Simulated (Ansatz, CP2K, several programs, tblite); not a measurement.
Energy against volume for ZnS built on the NiAs prototype, at fixed shape and fractional coordinates, computed by several methods (PBE and r2SCAN, where shown, with plane waves in Ansatz); the cell shown is that of r2SCAN. With free coordinates or axes held, a curve is too stiff, and on another method's shape its minimum isn't the method's own volume. The symmetry is P6_3/mmc (No. 194, hexagonal); conventional cell a = 3.590 Å, c = 5.880 Å, 16.40 Å³ an atom. Zn is surrounded by 6 S at 2.54 Å; S is surrounded by 6 Zn at 2.54 Å. The cell comes from a prototype generator: it can be a known phase or a hypothetical one. Spin polarisation is off. Energies count from each curve's lowest point; fits are third-order Birch-Murnaghan.

```xyz
4
Lattice="3.5896 0.0000 0.0000 -1.7948 3.1087 0.0000 0.0000 0.0000 5.8800" Properties=species:S:1:pos:R:3 pbc="T T T"
Zn    0.0000    0.0000    0.0000
Zn    0.0000    0.0000    2.9400
S     0.0000    2.0725    1.4700
S     1.7948    1.0362    4.4100
```

GFN1-xTB (tblite), on the shape of the cell shown, as a cluster of 72 atoms at the zone centre:
```
V (Å³/atom)  E (meV/atom)
     14.435        311.73
     15.419        168.26
     16.404         77.28
     17.388         24.11
     18.372          0.00
```
This method closes the gap of a crystal that DFT finds insulating, so its curve rests on a wrong state.
The lowest point is an end point, so the minimum isn't bracketed.

light PBE (260 eV, its own mesh), on the shape of the cell shown:

| V (Å³/atom) | E (meV/atom) |
| --- | --- |
| 15.091 | 86.71 |
| 15.747 | 40.37 |
| 16.404 | 15.31 |
| 17.060 | 0.00 |
| 17.716 | 14.98 |
| 18.372 | 24.09 |

The points scatter about a smooth fit, as a low cutoff and a light mesh can make them, so no fit is quoted.

Q: PBE, on the shape of its own relaxed cell, gives
```tsv
V (Å³/atom)	E (meV/atom)
15.809	18.52
16.313	4.44
16.818	0.00
17.322	3.72
17.827	14.37
```
What equilibrium volume and bulk modulus follow?

A: V₀ = 16.83 Å³ an atom and B₀ = 86 GPa.

Q: PBE/SZV (CP2K), on the shape of the cell shown, gives
```
V (Å³/atom)  E (meV/atom)
     14.435        137.50
     15.419         38.35
     16.404          0.00
     17.388          7.87
     18.372         50.98
```
What equilibrium volume and bulk modulus follow?

A: V₀ = 16.70 Å³ an atom and B₀ = 117 GPa.

GFN2-xTB (tblite), on the shape of the cell shown, as a cluster of 72 atoms at the zone centre:

| V (Å³/atom) | E (meV/atom) |
| --- | --- |
| 14.435 | 141.76 |
| 15.419 | 66.62 |
| 16.404 | 24.34 |
| 17.388 | 0.00 |
| 18.372 | 3.35 |

This method closes the gap of a crystal that DFT finds insulating, so its curve rests on a wrong state.
The points scatter about a smooth fit, so no fit is quoted.
